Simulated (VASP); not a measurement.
## KBr: single point with PBE

Crystal: KBr.

```xyz
2
Lattice="4.0435 0.0000 0.0000 0.0000 4.0435 0.0000 0.0000 0.0000 4.0435" Properties=species:S:1:pos:R:3 pbc="T T T"
Br    2.0217    2.0217    2.0217
K     0.0000    0.0000    0.0000
```

Measurements of this composition are mostly on another form, of space group No. 225.

| Property | Result |
| --- | --- |
| Program | VASP 6.6.1 |
| Task | single point |
| Functional | PBE |
| Potentials or basis | VASP PAW PBE potentials, release 64 (Br, K_sv) |
| Cutoff | 520 eV |
| k mesh | 7 × 7 × 7 |
| Occupations | fermi-dirac, width 0.05 eV |
| Spin | no spin polarisation |

The pressure is 0.0 GPa and the band gap on the k mesh is 3.89 eV, indirect (least direct gap 4.12 eV).

Levels at points of the mesh, in eV from the valence-band top:
```csv
k point,band 4,band 5,band 6,band 7,band 8,band 9,band 10,band 11,band 12,band 13
"(0.00, 0.00, 0.00)",-12.07,-12.07,-0.24,-0.24,-0.24,3.89,5.88,5.88,9.68,9.68
```

Run time: 7.1 s on 1 thread of AMD EPYC 9R45 (Zen 5), with other jobs on the host, peak memory 0.14 GiB.

Caveat: an odd mesh through Γ misses points on the zone boundary, where band edges often lie. PBE gaps usually lie below the measured ones, often by a third to a half.
